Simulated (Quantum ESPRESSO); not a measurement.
## CaSe: band structure with r2SCAN

**Measured values to compare with.**

A printed reference work, monograph, original work of 1988 reports, for a bulk crystal of CaSe at 2 K: band gap 3.85 eV (indirect).

Crystal: CaSe.

```
Se Ca
1.0
     0.00000    2.95600    2.95600
     2.95600    0.00000    2.95600
     2.95600    2.95600    0.00000
Se Ca
1 1
Direct
  0.50000 0.50000 0.50000
  0.00000 0.00000 0.00000
```

```
Program             : Quantum ESPRESSO 7.5
Task                : band structure
Functional          : r2SCAN
Potentials or basis : SG15 PBE 1.2
Cutoff              : 952 eV
Density cutoff      : 3810 eV
k mesh              : 6 × 6 × 6
Occupations         : fermi-dirac, width 0.05 eV
Spin                : no spin polarisation
Symmetry            : off
Mixing beta         : 0.5
Most SCF iterations : 120
SCF threshold       : 1e-08 Ry
```

```yaml
Pressure: 0.9 GPa
Band_gap_on_the_k_mesh: 2.48 eV, indirect (least direct gap 3.45 eV)
Band_gap_along_the_path: 2.48 eV, indirect (least direct gap 3.45 eV)
```

Levels at the corners of the path, in eV from the valence-band top:
```
point  band 6  band 7  band 8  band 9  band 10  band 11
    Γ    0.00    0.00    0.00    4.00     4.26     4.26
    X   -2.59   -0.97   -0.97    2.48     5.68     5.73
    W   -2.02   -2.02   -1.69    4.99     4.99     5.91
    K   -2.31   -2.07   -1.13    3.79     6.39     6.43
    Γ    0.00    0.00    0.00    4.00     4.26     4.26
    L   -3.32   -1.19   -1.19    5.03     6.19     6.23
    U   -2.31   -2.07   -1.13    3.79     6.39     6.43
    W   -2.02   -2.02   -1.69    4.99     4.99     5.91
    L   -3.32   -1.19   -1.19    5.03     6.19     6.23
    K   -2.31   -2.07   -1.13    3.79     6.39     6.43
    U   -2.31   -2.07   -1.13    3.79     6.39     6.43
    X   -2.59   -0.97   -0.97    2.48     5.68     5.73
```

It took 3.2 min on 2 MPI ranks on Intel(R) Xeon(R) Platinum 8488C (Sapphire Rapids) (shared host), peak memory 0.26 GiB a rank.

Measured gap of CaSe: 3.85 eV (indirect; 2 K; a printed reference work, monograph, original work of 1988). This calculation gives 2.48 eV (-1.37 eV). Spin-orbit coupling on Se is left out. The value is that of r2SCAN, without temperature or zero-point motion.

Caveat: the potentials were made for another functional, which shifts forces and pressure.
